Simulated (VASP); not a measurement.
The system is Be.

```
Be
1.0
     0.00000    1.57905    1.57905
     1.57905    0.00000    1.57905
     1.57905    1.57905    0.00000
Be
1
Direct
  0.00000 0.00000 0.00000
```

The cell was built by a generator and needn't be a form met in nature.

Base run:

- Program: VASP 6.6.1
- Functional: SCAN
- Potentials or basis: VASP PAW PBE potentials, release 64 (Be)
- Cutoff: 520 eV
- k mesh: 14 × 14 × 14
- Occupations: fermi-dirac, width 0.05 eV
- Spin: no spin polarisation

Its results: pressure 0.6 GPa.

Problem. After a change of settings the same cell gave: pressure 2.6 GPa. Which change was it?
A. functional from SCAN to LDA; potentials or basis from VASP PAW PBE potentials, release 64 (Be) to VASP PAW LDA potentials, release 64 (Be)
B. functional from SCAN to AM05
C. functional from SCAN to revPBE
D. functional from SCAN to BLYP

Solution. C.

Caveats: the PAW data sets were made with another functional, which shifts forces and pressure a little.
